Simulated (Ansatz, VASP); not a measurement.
Two plane-wave programs on C

```
C
1.0
     2.34410    0.00000    0.00000
    -1.17205    2.03005    0.00000
     0.00000    0.00000   12.89520
C
12
Direct
  0.00000 0.00000 0.18686
  0.00000 0.00000 0.68686
  0.00000 0.00000 0.31314
  0.00000 0.00000 0.81314
  0.33333 0.66667 0.52077
  0.66667 0.33333 0.02077
  0.33333 0.66667 0.97923
  0.66667 0.33333 0.47923
  0.33333 0.66667 0.64510
  0.66667 0.33333 0.14510
  0.33333 0.66667 0.85490
  0.66667 0.33333 0.35490
```

Alike in both runs: task single point; functional PBE; k mesh 12 × 12 × 2; occupations gaussian, width 0.05 eV; no spin polarisation.

|  | VASP | Ansatz |
| --- | --- | --- |
| version | VASP 6.6.1 | Ansatz 0.2.0 |
| potentials or method | VASP PAW PBE potentials, release 64 (C) | scalar-relativistic, plane waves, PAW |
| plane-wave cutoff (eV) | 520 | 520 |
| valence electrons in the cell | 48 | 48 |

Ansatz gave:

| Quantity | Value |
| --- | --- |
| gap on the k mesh at the Fermi level (eV) | 2.64 |
| least direct gap on the mesh (eV) | 2.64 |
| rms of the force components (eV/Å) | 0.232 |

**Question.** What did VASP give for the same quantities?

**Answer.** gap on the k mesh at the Fermi level (eV): 2.64; least direct gap on the mesh (eV): 2.64; rms of the force components (eV/Å): 0.253.

Atom by atom the forces differ by 0.021 eV/Å (rms over components). With one functional, cell and mesh, what is left measures potentials, basis and numerics.
